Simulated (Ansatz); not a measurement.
Crystal: Cu3Au (Auricupride).

```
CELL_PARAMETERS angstrom
3.74000 0.00000 0.00000
0.00000 3.74000 0.00000
0.00000 0.00000 3.74000
ATOMIC_POSITIONS crystal
Au 0.00000 0.00000 0.00000
Cu 0.50000 0.50000 0.00000
Cu 0.50000 0.00000 0.50000
Cu 0.00000 0.50000 0.50000
```

Base run:

- Program: Ansatz 0.2.0
- Functional: LDA
- Potentials or basis: Ansatz PAW
- Cutoff: 420 eV (not typed: the program's choice for these potentials)
- k mesh: 7 × 7 × 7
- Occupations: fermi-dirac, width 0.05 eV
- Spin: no spin polarisation

Its results: band gap on the k mesh none (metal or under the smearing width); pressure -9.2 GPa.

Task: The run is repeated on the same cell with these changes: functional from LDA to PBEsol. What comes out?

Result: Band gap on the k mesh none (metal or under the smearing width); pressure -3.6 GPa.

PBEsol binds less tightly than LDA, so the same cell stands under more pressure.

Caveats: spin-orbit coupling is left out, which moves the levels of the heavy elements; the PAW data sets come from PBE, with cores solved anew for the run's functional, which leaves a small shift of forces and pressure.
